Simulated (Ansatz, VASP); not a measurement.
MgSe: VASP beside Ansatz

The input INCAR:

```
SYSTEM = MgSe
PREC = Accurate
ENCUT = 600
EDIFF = 1E-7
ISMEAR = 0
SIGMA = 0.02
LREAL = .False.
LASPH = .True.
NELM = 80
ALGO = Normal
ISIF = 3
LWAVE = .False.
LCHARG = .False.
GGA = PS
IBRION = 2
NSW = 70
EDIFFG = -0.005
```

The input KPOINTS:

```
Automatic mesh
0
Gamma
  8 8 8
  0 0 0
```

POSCAR

```
MgSe
1.0
    0.0000000000      2.7544736754      2.7544736754
    2.7544736754      0.0000000000      2.7544736754
    2.7544736754      2.7544736754      0.0000000000
Mg Se
1 1
Direct
    0.0000000000      0.0000000000      0.0000000000
    0.5000000000      0.5000000000      0.5000000000
```

Input for Ansatz:

```yaml
crystal:
  lattice:
    - [0.0, 2.7544736754, 2.7544736754]
    - [2.7544736754, 0.0, 2.7544736754]
    - [2.7544736754, 2.7544736754, 0.0]
  atoms:
    - { symbol: Mg, position: [0.0, 0.0, 0.0] }
    - { symbol: Se, position: [0.5, 0.5, 0.5] }
basis:
  ecutwfc: 420
kpoints:
  mp_grid: { grid: [8, 8, 8] }
hamiltonian:
  xc: pbesol
scf:
  occupations: { method: gaussian, width: 0.02 }
output:
  forces: true
  stress: true
  eigenvalues: true
relax:
  adjacent_minimum: "off"
  f_tol: 0.005
  max_steps: 50
  cell: { stress_tol: 0.05 }
```

Alike in both runs: task relaxation of cell and atoms; functional PBEsol; k mesh 8 × 8 × 8; occupations gaussian, width 0.02 eV; no spin polarisation.

|  | VASP | Ansatz |
| --- | --- | --- |
| version | VASP 6.6.1 | Ansatz 0.2.0 |
| potentials or method | VASP PAW PBE potentials, release 64 (Mg, Se) | scalar-relativistic, plane waves, PAW |
| plane-wave cutoff (eV) | 600 | 420 |
| valence electrons in the cell | 8 | 26 |

```csv
,VASP,Ansatz,Ansatz less VASP
"gap on the k mesh at the Fermi level, each at its own relaxed structure (eV)",1.76,1.77,+0.011
relaxed volume (Å³/atom),20.21,20.24,+0.028
relaxed cell length with the largest relative difference (Å),3.852,3.854,+0.0018
energy change over the relaxation (meV/atom),-4,-4,+0.3
```

The two sets of potentials don't hold the same shells in valence.

Caveats: the PAW data sets were made with another functional, which shifts forces and pressure a little (VASP). A k mesh can miss the band edges.
